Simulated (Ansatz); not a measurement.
# 2H-WS2 bilayer (2H stacking) in a perpendicular field, part 3 of 4

Wanted: the out-of-plane response of the 2H-WS2 bilayer (2H stacking). A positive field points along +c.

Ansatz 0.2.0; plane-wave DFT, r2SCAN-D4, Ansatz PAW (set soft_1); PAW set soft_1 (the session's first sound run).

So far, equivalent conductor thickness p/(ε₀AE) (Å): step 9 (response, atoms held) 10.1.

### 10. Relaxing in the field, field 0.1 V/Å

This step: plane-wave DFT, r2SCAN-D4, Ansatz PAW (set soft_1); PAW set soft_1 (Ansatz 0.2.0).

Now the atoms may follow the field. A weak field makes forces of meV/Å to tens of meV/Å, so the force tolerance is set well below the usual one.

Input file input.yaml:

```yaml
crystal:
  lattice:
    - [3.172360121, 0.0, 0.0]
    - [-1.5861800605, 2.7473444547, 0.0]
    - [0.0, 0.0, 27.405441503]
  atoms:
    - { symbol: S, position: [0.3333333333, 0.6666666667, 0.3284019343] }
    - { symbol: W, position: [0.0, 0.0, 0.3853643818] }
    - { symbol: S, position: [0.3333333333, 0.6666666667, 0.4423216148] }
    - { symbol: S, position: [0.0, 0.0, 0.5576783852] }
    - { symbol: W, position: [0.3333333333, 0.6666666667, 0.6146356182] }
    - { symbol: S, position: [0.0, 0.0, 0.6715980657] }
kpoints:
  mp_grid: { grid: [12, 12, 1] }
hamiltonian:
  xc: r2scan
  dispersion: d4
  pseudopotentials: { kind: paw, azcp: { folder: soft_1 } }
scf:
  occupations: { method: fermi_dirac, width: 0.05 }
  convergence: { dr2_threshold: 1.0e-10 }
efield:
  axis: 3
  dipole_correction: true
  ramp_position: 0.9544
  ramp_width: 0.0912
  amplitude: 0.1
relax:
  f_tol: 0.001
  max_steps: 60
output:
  write_potential: true
  write_density: true
  volumetric_format: npy
```

Started as:

```sh
ansatz run input.yaml --threads 4 --pin off --max-ram 6144MiB --backend cpu --events-out ev --progress --plain --runs-dir out
```

Numbers of over 12 decimals in the logs are rounded to 6 here.

Log:

```text
[...]
Crystal: 6 atoms, lattice volume = 238.854 Å³
Basis set: ecut = 500 eV, 6045 PW (Γ), exchange–correlation on 96×96×800 points (64 copies of the dense FFT grid, shifted against one another)
Bands: 32, of which v1, the nominal top of the filled ones, is band 26 counted from 1 (25 counted from 0)
Symmetry: 6 space group operations
k-points: 19 of 144 (time reversal used)
[...]
SCF iter   1: F=—  HF=-24426.147007 eV  |F-HF|=—  |Δ(HF+E_count)|=         —  Δρ=3.04e-2  dr2=2.39e0  dr2_τ=1.81e-1  ethr=3.10e-3  p=-0.000 e·Å  D=-3.81e-15 V/Å  ΔV_dip=0.00 eV  dr2_dipole=5.67e-2  V_vac-E_F(+/−)=6.99/4.57 eV  ⟨swp⟩=11.2  Hψ=3812  notcnv=0
[...]
SCF iter  15: F=-24425.944142 eV  HF=-24425.944142 eV  |F-HF|=1.35e-10  |Δ(HF+E_count)|=  7.64e-11  Δρ=9.97e-8  dr2=9.21e-11  dr2_τ=5.72e-12  ethr=1.00e-12  p=0.049 e·Å  D=3.70e-2 V/Å  ΔV_dip=-1.01 eV  dr2_dipole=1.91e-11  V_vac-E_F(+/−)=5.45/4.05 eV  ⟨swp⟩=8.7  Hψ=3620  notcnv=0
SCF 1 converged in 15 iterations: F = -24425.944142 eV  dr2 = 9.21e-11
[...]
relax step   1: F+E_penalty+E_count = -24425.94414225 eV  Δ(F+E_penalty+E_count) = +0.000e0 eV  max|allowed force component| = 5.141e-3 eV/Å  Δτ_max = 0.0000 Å  (15 SCF iters, accepted)
[...]
SCF iter   9: F=-24425.944143 eV  HF=-24425.944143 eV  |F-HF|=4.37e-11  |Δ(HF+E_count)|=  5.09e-11  Δρ=2.09e-8  dr2=2.11e-12  dr2_τ=6.26e-14  ethr=1.00e-12  p=0.049 e·Å  D=3.70e-2 V/Å  ΔV_dip=-1.01 eV  dr2_dipole=3.00e-15  V_vac-E_F(+/−)=5.45/4.05 eV  ⟨swp⟩=7.0  Hψ=3491  notcnv=0
SCF 2 converged in 9 iterations: F = -24425.944143 eV  dr2 = 2.11e-12
relax step   2: F+E_penalty+E_count = -24425.94414323 eV  Δ(F+E_penalty+E_count) = -9.729e-7 eV  max|allowed force component| = 2.196e-3 eV/Å  Δτ_max = 0.0006 Å  (9 SCF iters, accepted)
SCF iter   1: F=—  HF=-24425.944141 eV  |F-HF|=—  |Δ(HF+E_count)|=         —  Δρ=1.29e-5  dr2=2.07e-7  dr2_τ=5.70e-6  ethr=4.40e-9  p=0.049 e·Å  D=3.70e-2 V/Å  ΔV_dip=-1.01 eV  dr2_dipole=3.66e-10  V_vac-E_F(+/−)=5.45/4.05 eV  ⟨swp⟩=3.4  Hψ=1670  notcnv=0  defer=16
[...]
SCF iter   7: F=-24425.944143 eV  HF=-24425.944143 eV  |F-HF|=2.91e-11  |Δ(HF+E_count)|=  6.55e-11  Δρ=6.74e-8  dr2=2.10e-11  dr2_τ=4.99e-13  ethr=1.00e-12  p=0.049 e·Å  D=3.70e-2 V/Å  ΔV_dip=-1.01 eV  dr2_dipole=3.87e-14  V_vac-E_F(+/−)=5.45/4.05 eV  ⟨swp⟩=8.2  Hψ=3501  notcnv=0
SCF 3 converged in 7 iterations: F = -24425.944143 eV  dr2 = 2.10e-11
relax step   3: F+E_penalty+E_count = -24425.94414346 eV  Δ(F+E_penalty+E_count) = -2.300e-7 eV  max|allowed force component| = 3.113e-5 eV/Å  Δτ_max = 0.0002 Å  (7 SCF iters, accepted)
[...]
the band table was solved once a step of the walk had ended and its energy, with any forces and stress, was formed, with the checks that follow a solve (3337 applications of the Hamiltonian). They found nothing against the state; the energy, forces and stress were not computed again (output.eigenvalues in the input reference)
[...]
SCF iter   2: F=-24425.944143 eV  HF=-24425.944143 eV  |F-HF|=4.73e-11  |Δ(HF+E_count)|=  4.73e-11  Δρ=3.79e-8  dr2=7.44e-12  dr2_τ=2.09e-13  ethr=1.00e-12  p=0.049 e·Å  D=3.70e-2 V/Å  ΔV_dip=-1.01 eV  dr2_dipole=2.03e-14  V_vac-E_F(+/−)=5.45/4.05 eV  ⟨swp⟩=7.2  Hψ=3260  notcnv=0
SCF 4 converged in 2 iterations: F = -24425.944143 eV  dr2 = 7.44e-12
[...]
SCF converged after 2 iterations
Free energy (F): -24425.944143 eV
[...]
Internal energy: -24425.944143 eV  (E = F + TS)
E sigma→0 (E₀):  -24425.944143 eV
Entropy (-TS):   -0.000000 eV (-0.000 meV/atom)
Fermi energy:    2.697076 eV
Dipole field:    D = 0.036972 V/Å  (p = 0.048803 e·Å, saw-weighted, corrected)
Work function:   not extracted (applied field tilts the vacuum); planar V_es + V_field profile in the machine report
[...]
--- Forces (eV/Å), atoms counted from 1 ---
  atom   1  S      0.00000000     0.00000000    -0.00001493
  atom   2  W      0.00000000    -0.00000000     0.00001464
  atom   3  S      0.00000000     0.00000000     0.00002173
  atom   4  S     -0.00000000    -0.00000000    -0.00003171
  atom   5  W      0.00000000     0.00000000     0.00000589
  atom   6  S     -0.00000000     0.00000000     0.00000299
  max |Σ_I F_I| component: 1.40e-6 eV/Å
--- Band table (eV; the first three rows and the last of 19) ---
  k-point 0: bands = [... 22 lower, -0.1332, -0.1332, 1.3566, 1.9791, 4.6091, 4.6091, 4.7185, 4.7185, ... 2 higher]
  k-point 1: bands = [... 22 lower, -0.0954, 0.2497, 1.3212, 1.8294, 4.5060, 4.5381, 4.6374, 4.6456, ... 2 higher]
  k-point 2: bands = [... 22 lower, -0.1173, 0.2858, 1.1111, 1.3540, 4.0378, 4.3425, 4.4006, 4.5519, ... 2 higher]
  k-point 18: bands = [... 22 lower, -0.9917, -0.8801, 1.4729, 1.6168, 3.4523, 3.5712, 4.8547, 5.4069, ... 2 higher]
--- Relaxed structure (3 steps of the walk, 3 accepted, 0 SCFs on fresh bases) ---
  F+E_penalty+E_count = -24425.94414346 eV   max|allowed force component| = 3.113e-5 eV/Å
  atoms:
    - { symbol: S, position: [0.333333, 0.666667, 0.328414] }
    - { symbol: W, position: [0, -2.7755575615628907e-17, 0.385368] }
    - { symbol: S, position: [0.333333, 0.666667, 0.442328] }
    - { symbol: S, position: [0, -2.775557561562892e-17, 0.557677] }
    - { symbol: W, position: [0.333333, 0.666667, 0.614624] }
    - { symbol: S, position: [0, -2.775557561562892e-17, 0.671588] }
```

It took 33 s on 4 threads of Arm Neoverse V1, shared host; peak memory 0.97 GiB.

Hardly anything moved in the relaxation; the energy changed by under 0.2 meV an atom.

Numbers from this step:

```
dipole along the normal : 0.04880 e·Å
```

The relaxation took 3 steps and lowered the energy by 1.2e-6 eV; the largest force on the free atoms ends at 3.1e-5 eV/Å.

The dipole is 0.0488 e·Å, and the gap on the mesh 1.473 eV.

### 11. Relaxing in the field, field -0.1 V/Å

The opposite sign, again from the field-free geometry; the difference of the two cancels what relaxes without a field.

Changes to input.yaml since step 10:

```diff
@@ -26,3 +26,3 @@
   ramp_width: 0.0912
-  amplitude: 0.1
+  amplitude: -0.1
 relax:
```

Log:

```text
[...]
Crystal: 6 atoms, lattice volume = 238.854 Å³
Basis set: ecut = 500 eV, 6045 PW (Γ), exchange–correlation on 96×96×800 points (64 copies of the dense FFT grid, shifted against one another)
Bands: 32, of which v1, the nominal top of the filled ones, is band 26 counted from 1 (25 counted from 0)
Symmetry: 6 space group operations
k-points: 19 of 144 (time reversal used)
[...]
F+E_penalty+E_count = -24425.94414346 eV   max|allowed force component| = 2.087e-5 eV/Å
  atoms:
    - { symbol: S, position: [0.333333, 0.666667, 0.328412] }
    - { symbol: W, position: [0, -2.7755575615628904e-17, 0.385376] }
    - { symbol: S, position: [0.333333, 0.666667, 0.442323] }
    - { symbol: S, position: [0, -2.7755575615628926e-17, 0.557672] }
    - { symbol: W, position: [0.333333, 0.666667, 0.614631] }
    - { symbol: S, position: [0, -2.775557561562892e-17, 0.671585] }
[key lines of the parts left out:]
SCF converged after 2 iterations
Free energy (F): -24425.944143 eV
Fermi energy:    2.697074 eV
Dipole field:    D = -0.036973 V/Å  (p = -0.048804 e·Å, saw-weighted, corrected)
```

The job ended after 33 s (4 threads; peak memory 0.96 GiB; 2.2 min of CPU time).

Hardly anything moved in the relaxation; the energy changed by under 0.2 meV an atom.

Numbers from this step:

```
dipole along the normal : -0.04880 e·Å
```

The relaxation took 3 steps and lowered the energy by 1.2e-6 eV; the largest force on the free atoms ends at 2.1e-5 eV/Å.

The dipole is -0.0488 e·Å, and the gap on the mesh 1.473 eV.

### 12. Response, atoms relaxed

This step: plane-wave DFT, r2SCAN-D4, Ansatz PAW (set soft_1); response to a field along the normal, atoms relaxed; PAW set soft_1 (Ansatz 0.2.0).

The same analysis on the two relaxed runs holds the ionic part too; their mesh is coarser, so small differences from the held value can come from that.

The dipole of the cell by applied field:

```tsv
applied field (V/Å)	dipole of the cell (e·Å)
-0.1000	-0.0488
0.1000	0.0488
```

Local field over the applied field, running mean. From the potentials at -0.1 and 0.1 V/Å; running mean over 2.5 Å. Local field over applied field against z:

```tsv
z (Å)	local field over applied field
4.5	0.999
5.0	0.997
5.5	0.992
6.0	0.974
6.5	0.928
7.0	0.828
7.5	0.675
8.0	0.498
8.5	0.314
9.0	0.176
9.5	0.0981
10.0	0.0721
10.5	0.0545
11.0	0.0638
11.5	0.0793
12.0	0.132
12.5	0.221
13.0	0.325
13.5	0.383
14.0	0.377
14.5	0.307
15.0	0.203
15.5	0.118
16.0	0.0742
16.5	0.0605
17.0	0.0568
17.5	0.0743
18.0	0.108
18.5	0.197
19.0	0.348
19.5	0.533
20.0	0.707
20.5	0.852
21.0	0.940
21.5	0.979
22.0	0.993
22.5	0.998
23.0	0.999
```

Electrons, planar mean, per unit field. Table of induced electron density by z:

```tsv
z (Å)	induced electron density (e/Å³ per V/Å)
4.5	3.1e-6
5.0	1.0e-5
5.5	3.4e-5
6.0	1.1e-4
6.5	3.4e-4
7.0	9.8e-4
7.5	0.00231
8.0	0.00351
8.5	0.00191
9.0	0.00121
9.5	9.0e-4
10.0	0.00119
10.5	2.7e-4
11.0	-0.00143
11.5	-8.8e-4
12.0	-0.00116
12.5	-0.00118
13.0	-0.00243
13.5	-0.00101
14.0	0.00143
14.5	0.00231
15.0	1.0e-3
15.5	0.00120
16.0	8.8e-4
16.5	0.00113
17.0	-5.2e-4
17.5	-8.7e-4
18.0	-0.00109
18.5	-0.00106
19.0	-0.00237
19.5	-0.00340
20.0	-0.00200
20.5	-8.1e-4
21.0	-2.8e-4
21.5	-8.8e-5
22.0	-2.7e-5
22.5	-8.1e-6
23.0	-2.4e-6
```

The induced dipole is that of a conductor 10.13 Å thick.

### 13. Same geometry, cutoff 420 eV, functional LDA

This step: plane-wave DFT, LDA, Ansatz PAW (set soft_1); PAW set soft_1 (Ansatz 0.2.0).

The geometry is kept and the functional is LDA; other changes against the main runs: SCF threshold 1.0e-10 → 1.0e-09 eV, cutoff 500 → 420, k-mesh 18×18×1 → 6×6×1 and no dispersion term, which doesn't act on the electrons.

input.yaml, the sections that differ from step 11:

```yaml
kpoints:
  mp_grid: { grid: [6, 6, 1] }
hamiltonian:
  xc: lda
  pseudopotentials: { kind: paw, azcp: { folder: soft_1 }, xc_functional: pbe }
scf:
  occupations: { method: fermi_dirac, width: 0.05 }
  convergence: { dr2_threshold: 1.0e-09 }
efield:
  axis: 3
  dipole_correction: true
  ramp_position: 0.9544
  ramp_width: 0.0912
  amplitude: 0.1
# crystal, output: as in step 11
# relax: removed
```

Log:

```text
[...]
Crystal: 6 atoms, lattice volume = 238.854 Å³
Basis set: ecut = 420 eV, 4675 PW (Γ)
Bands: 32, of which v1, the nominal top of the filled ones, is band 26 counted from 1 (25 counted from 0)
Symmetry: 6 space group operations
k-points: 7 of 36 (time reversal used)
[...]
SCF iter   1: F=—  HF=-23745.764795 eV  |F-HF|=—  |Δ(HF+E_count)|=         —  Δρ=2.98e-2  dr2=2.46e0  ethr=3.10e-3  p=0.056 e·Å  D=4.24e-2 V/Å  ΔV_dip=-1.16 eV  dr2_dipole=5.74e-4  V_vac-E_F(+/−)=6.60/5.34 eV  ⟨swp⟩=10.1  Hψ=1361  notcnv=0
[...]
SCF iter  13: F=-23744.884220 eV  HF=-23744.884220 eV  |F-HF|=3.35e-10  |Δ(HF+E_count)|=   1.91e-9  Δρ=2.98e-7  dr2=5.95e-10  ethr=1.92e-12  p=0.050 e·Å  D=3.76e-2 V/Å  ΔV_dip=-1.03 eV  dr2_dipole=3.65e-11  V_vac-E_F(+/−)=5.59/4.20 eV  ⟨swp⟩=8.3  Hψ=844  notcnv=0
SCF 1 converged in 13 iterations: F = -23744.884220 eV  dr2 = 5.95e-10
[...]
SCF converged after 13 iterations
Free energy (F): -23744.884220 eV
[...]
Internal energy: -23744.884220 eV  (E = F + TS)
E sigma→0 (E₀):  -23744.884220 eV
Entropy (-TS):   -0.000000 eV (-0.000 meV/atom)
Fermi energy:    2.526391 eV
Dipole field:    D = 0.037601 V/Å  (p = 0.049632 e·Å, saw-weighted, corrected)
Work function:   not extracted (applied field tilts the vacuum); planar V_es + V_field profile in the machine report
[...]
--- Band table (eV; the first three rows and the last of 7) ---
  k-point 0: bands = [... 22 lower, -0.0835, -0.0835, 1.2494, 1.8855, 4.3400, 4.3400, 4.4457, 4.4457, ... 2 higher]
  k-point 1: bands = [... 22 lower, -0.0508, 0.3563, 1.0384, 1.2794, 3.7554, 4.0557, 4.1763, 4.2459, ... 2 higher]
  k-point 2: bands = [... 22 lower, -0.1607, -0.0420, 0.2025, 0.3628, 3.9047, 3.9987, 4.1259, 4.2754, ... 2 higher]
  k-point 6: bands = [... 22 lower, -0.8617, -0.7595, 1.3970, 1.5356, 3.2352, 3.3438, 4.4914, 5.0543, ... 2 higher]
```

Wall time 2.1 s (4 threads); peak memory 0.45 GiB.

Numbers from this step:

* dipole along the normal: 0.04963 e·Å

The dipole is 0.0496 e·Å.

### 14. Same geometry, cutoff 420 eV, functional LDA (run 2)

The same run in the opposite field.

Changes to input.yaml since step 13:

```diff
@@ -25,3 +25,3 @@
   ramp_width: 0.0912
-  amplitude: 0.1
+  amplitude: -0.1
 output:
```

Log:

```text
[...]
Crystal: 6 atoms, lattice volume = 238.854 Å³
Basis set: ecut = 420 eV, 4675 PW (Γ)
Bands: 32, of which v1, the nominal top of the filled ones, is band 26 counted from 1 (25 counted from 0)
Symmetry: 6 space group operations
k-points: 7 of 36 (time reversal used)
[...]
k-point 0: bands = [... 22 lower, -0.0834, -0.0834, 1.2494, 1.8855, 4.3400, 4.3400, 4.4457, 4.4457, ... 2 higher]
  k-point 1: bands = [... 22 lower, -0.0508, 0.3563, 1.0385, 1.2794, 3.7554, 4.0557, 4.1763, 4.2459, ... 2 higher]
  k-point 2: bands = [... 22 lower, -0.1606, -0.0420, 0.2025, 0.3628, 3.9047, 3.9987, 4.1259, 4.2754, ... 2 higher]
  k-point 6: bands = [... 22 lower, -0.8616, -0.7595, 1.3971, 1.5356, 3.2352, 3.3438, 4.4914, 5.0543, ... 2 higher]
[key lines of the parts left out:]
SCF converged after 13 iterations
Free energy (F): -23744.884220 eV
Fermi energy:    2.526396 eV
Dipole field:    D = -0.037598 V/Å  (p = -0.049630 e·Å, saw-weighted, corrected)
```

The job ended after 2.1 s (4 threads; peak memory 0.45 GiB; 7.7 s of CPU time).

The dipole is -0.0496 e·Å.

### 15. Response at this level

This step: plane-wave DFT, LDA, Ansatz PAW (set soft_1); response to a field along the normal, atoms held; PAW set soft_1 (Ansatz 0.2.0).

The two signs of the field give the slope at this level.

This step gave:

- equivalent conductor thickness p/(ε₀AE): 10.30 Å

The induced dipole is that of a conductor 10.30 Å thick.

### 16. Same geometry, cutoff 420 eV, functional PBE

This step: plane-wave DFT, PBE, Ansatz PAW (set soft_1); PAW set soft_1 (Ansatz 0.2.0).

The geometry is kept and the functional is PBE; other changes against the main runs: SCF threshold 1.0e-10 → 1.0e-09 eV, cutoff 500 → 420, k-mesh 18×18×1 → 6×6×1 and no dispersion term, which doesn't act on the electrons.

Changes to input.yaml since step 14:

```diff
@@ -15,4 +15,4 @@
 hamiltonian:
-  xc: lda
-  pseudopotentials: { kind: paw, azcp: { folder: soft_1 }, xc_functional: pbe }
+  xc: pbe
+  pseudopotentials: { kind: paw, azcp: { folder: soft_1 } }
 scf:
@@ -25,3 +25,3 @@
   ramp_width: 0.0912
-  amplitude: -0.1
+  amplitude: 0.1
 output:
```

Log:

```text
[...]
Crystal: 6 atoms, lattice volume = 238.854 Å³
Basis set: ecut = 420 eV, 4675 PW (Γ)
Bands: 32, of which v1, the nominal top of the filled ones, is band 26 counted from 1 (25 counted from 0)
Symmetry: 6 space group operations
k-points: 7 of 36 (time reversal used)
[...]
k-point 0: bands = [... 22 lower, 0.1595, 0.1595, 1.5301, 2.1359, 4.6036, 4.6036, 4.7127, 4.7127, ... 2 higher]
  k-point 1: bands = [... 22 lower, 0.1692, 0.5598, 1.3032, 1.5333, 4.0458, 4.3392, 4.4315, 4.5472, ... 2 higher]
  k-point 2: bands = [... 22 lower, 0.0531, 0.1761, 0.4625, 0.6221, 4.2138, 4.2799, 4.4102, 4.5689, ... 2 higher]
  k-point 6: bands = [... 22 lower, -0.6606, -0.5537, 1.6676, 1.8071, 3.5219, 3.6356, 4.8396, 5.3709, ... 2 higher]
[key lines of the parts left out:]
SCF converged after 14 iterations
Free energy (F): -24385.022214 eV
Fermi energy:    2.799416 eV
Dipole field:    D = 0.037333 V/Å  (p = 0.049279 e·Å, saw-weighted, corrected)
```

Wall time 2.2 s (4 threads); peak memory 0.47 GiB; 8 s of CPU time.

The dipole is 0.0493 e·Å.

### 17. Same geometry, cutoff 420 eV, functional PBE (run 2)

The same run in the opposite field.

Changes to input.yaml since step 16:

```diff
@@ -25,3 +25,3 @@
   ramp_width: 0.0912
-  amplitude: 0.1
+  amplitude: -0.1
 output:
```

Log:

```text
[...]
Crystal: 6 atoms, lattice volume = 238.854 Å³
Basis set: ecut = 420 eV, 4675 PW (Γ)
Bands: 32, of which v1, the nominal top of the filled ones, is band 26 counted from 1 (25 counted from 0)
Symmetry: 6 space group operations
k-points: 7 of 36 (time reversal used)
[...]
k-point 0: bands = [... 22 lower, 0.1595, 0.1595, 1.5301, 2.1359, 4.6036, 4.6036, 4.7127, 4.7127, ... 2 higher]
  k-point 1: bands = [... 22 lower, 0.1692, 0.5598, 1.3032, 1.5333, 4.0458, 4.3392, 4.4315, 4.5472, ... 2 higher]
  k-point 2: bands = [... 22 lower, 0.0531, 0.1761, 0.4625, 0.6221, 4.2138, 4.2799, 4.4102, 4.5689, ... 2 higher]
  k-point 6: bands = [... 22 lower, -0.6607, -0.5537, 1.6676, 1.8071, 3.5219, 3.6356, 4.8396, 5.3709, ... 2 higher]
[key lines of the parts left out:]
SCF converged after 13 iterations
Free energy (F): -24385.022214 eV
Fermi energy:    2.799415 eV
Dipole field:    D = -0.037334 V/Å  (p = -0.049281 e·Å, saw-weighted, corrected)
```

Run time: 2.1 s. Hardware: 4 threads; peak memory 0.46 GiB.

The dipole is -0.0493 e·Å.

### 18. Response at this level

This step: plane-wave DFT, PBE, Ansatz PAW (set soft_1); response to a field along the normal, atoms held; PAW set soft_1 (Ansatz 0.2.0).

The induced dipole is that of a conductor 10.23 Å thick.

### 19. Same geometry, cutoff 500 eV, functional r2SCAN

This step: plane-wave DFT, r2SCAN, Ansatz PAW (set soft_1); PAW set soft_1 (Ansatz 0.2.0).

The geometry is kept and the functional is r2SCAN; other changes against the main runs: SCF threshold 1.0e-10 → 1.0e-09 eV, k-mesh 18×18×1 → 6×6×1 and no dispersion term, which doesn't act on the electrons.

Changes to input.yaml since step 17:

```diff
@@ -15,3 +15,3 @@
 hamiltonian:
-  xc: pbe
+  xc: r2scan
   pseudopotentials: { kind: paw, azcp: { folder: soft_1 } }
@@ -25,3 +25,3 @@
   ramp_width: 0.0912
-  amplitude: -0.1
+  amplitude: 0.1
 output:
```

Log:

```text
[...]
Crystal: 6 atoms, lattice volume = 238.854 Å³
Basis set: ecut = 500 eV, 6045 PW (Γ), exchange–correlation on 96×96×800 points (64 copies of the dense FFT grid, shifted against one another)
Bands: 32, of which v1, the nominal top of the filled ones, is band 26 counted from 1 (25 counted from 0)
Symmetry: 6 space group operations
k-points: 7 of 36 (time reversal used)
[...]
k-point 0: bands = [... 22 lower, -0.1322, -0.1322, 1.3571, 1.9792, 4.6099, 4.6099, 4.7192, 4.7192, ... 2 higher]
  k-point 1: bands = [... 22 lower, -0.1167, 0.2862, 1.1120, 1.3546, 4.0390, 4.3434, 4.4022, 4.5533, ... 2 higher]
  k-point 2: bands = [... 22 lower, -0.2591, -0.1306, 0.2425, 0.4060, 4.1935, 4.2471, 4.3829, 4.5573, ... 2 higher]
  k-point 6: bands = [... 22 lower, -0.9912, -0.8798, 1.4752, 1.6190, 3.4540, 3.5728, 4.8551, 5.4070, ... 2 higher]
[key lines of the parts left out:]
SCF converged after 14 iterations
Free energy (F): -24425.164580 eV
Fermi energy:    2.691979 eV
Dipole field:    D = 0.036980 V/Å  (p = 0.048814 e·Å, saw-weighted, corrected)
```

Wall time 6.4 s (4 threads); peak memory 0.86 GiB; 25 s of CPU time.

The dipole is 0.0488 e·Å.

(Part 3 of 4 ends here.)

[Logs are printed without paths, hosts, clocks, repeated set-up lines and the standing remarks that a program may print on its own settings, such as how far it seeks lower states.]

[Hosts, paths, dates, database ids (printed as entryN), source tags and the programs' standing remarks are cut or masked in the printed files.]

[Maps of the electrostatic potential energy from Ansatz leave out the sawtooth potential of an applied field or a dipole correction, so their vacuum need not be flat; planar profiles and work functions include it.]
